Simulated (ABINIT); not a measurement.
A run of ABINIT 10.8.3 (patched build) is set up as follows.

Contents of run.abi:

```
ndtset 3

pp_dirpath "./"
pseudos "Mn.upf, O.upf"

structure "poscar:POSCAR"
natom 2

ecut 1142.878222 eV

ngkpt 6 6 6
nshiftk 4
shiftk
     0.5000000000     0.5000000000     0.5000000000
     0.5000000000     0.0000000000     0.0000000000
     0.0000000000     0.5000000000     0.0000000000
     0.0000000000     0.0000000000     0.5000000000
istwfk *1

ixc 23

occopt 3
tsmear 0.00183747

nsppol 2
spinat
     0.0000000000     0.0000000000     4.0000000000
     0.0000000000     0.0000000000     0.0000000000

nstep 80

iomode 3
prteig 0
prtebands 0

nband1 16
tolvrs1 1.0e-12
prtden1 1
prtwf1 0
kptopt1 1

iscf2 -3
getden2 1
nband2 22
nbdbuf2 4
tolwfr2 1.0e-12
nstep2 120
prtden2 0
kptopt2 1

optdriver3 8
wfk_task3 "wfk_optics_fullbz"
getwfk3 2
nband3 18
kptopt3 1
prtevk3 1
inclvkb3 2
```

The input POSCAR:

```
MnO
1.0
    0.0000000000      2.2239077028      2.2239077028
    2.2239077028      0.0000000000      2.2239077028
    2.2239077028      2.2239077028      0.0000000000
Mn O
1 1
Direct
    0.0000000000      0.0000000000      0.0000000000  Mn
    0.5000000000      0.5000000000      0.5000000000  O
```

The input optic.abi:

```
&FILES
 ddkfile_1 = 'runo_DS3_1_EVK.nc',
 ddkfile_2 = 'runo_DS3_2_EVK.nc',
 ddkfile_3 = 'runo_DS3_3_EVK.nc',
 wfkfile = 'runo_DS3_WFK.nc'
/
&PARAMETERS
 broadening = 0.005512,
 domega = 0.002,
 maxomega = 0.8,
 scissor = 0.000000,
 tolerance = 0.002
/
&COMPUTATIONS
 num_lin_comp = 1,
 lin_comp = 11,
 num_nonlin_comp = 0
/
```

Potentials or basis: PseudoDojo NC SR PBEsol v0.4.1 standard.

The run is started by

```sh
$ abinit run.abi > log 2>&1
$ optic optic.abi > optic.log 2>&1
```

Task: Predict the net moment.

Result: 4.84 μB per cell.

Task: What does it give for the pressure?

Result: -6.8 GPa.

Task: What does it give for the site moments?

Result: Mn +4.18; O +0.25 μB.

Dielectric function (mean over the directions given):
| energy (eV) | real part | imaginary part |
| --- | --- | --- |
| 0.33 | 4.13 | 4.09 |
| 1.31 | 5.20 | 0.34 |
| 2.29 | 6.58 | 1.12 |
| 3.37 | 6.31 | 2.57 |
| 4.35 | 5.69 | 3.14 |
| 5.44 | 4.25 | 4.26 |
| 6.42 | 2.92 | 5.62 |
| 7.51 | 0.48 | 4.59 |
| 8.49 | 1.04 | 3.03 |
| 9.58 | 1.48 | 2.18 |
| 10.56 | 0.65 | 2.60 |
| 11.65 | 0.75 | 2.22 |
| 12.63 | 0.81 | 2.49 |
| 13.71 | 1.19 | 2.06 |
| 14.69 | 0.82 | 2.89 |
| 15.78 | -0.35 | 2.29 |
| 16.76 | -0.43 | 1.38 |
| 17.85 | 0.15 | 0.98 |
| 18.83 | -0.02 | 1.30 |
| 19.92 | 0.09 | 0.92 |

Caveat: the intraband (Drude) term is left out; spectra need much finer meshes, so this one isn't converged; independent-particle spectra lack excitons; the potentials were made for another functional, which shifts forces and pressure; a cell with one magnetic atom can't hold antiferromagnetic order, which such compounds often take.
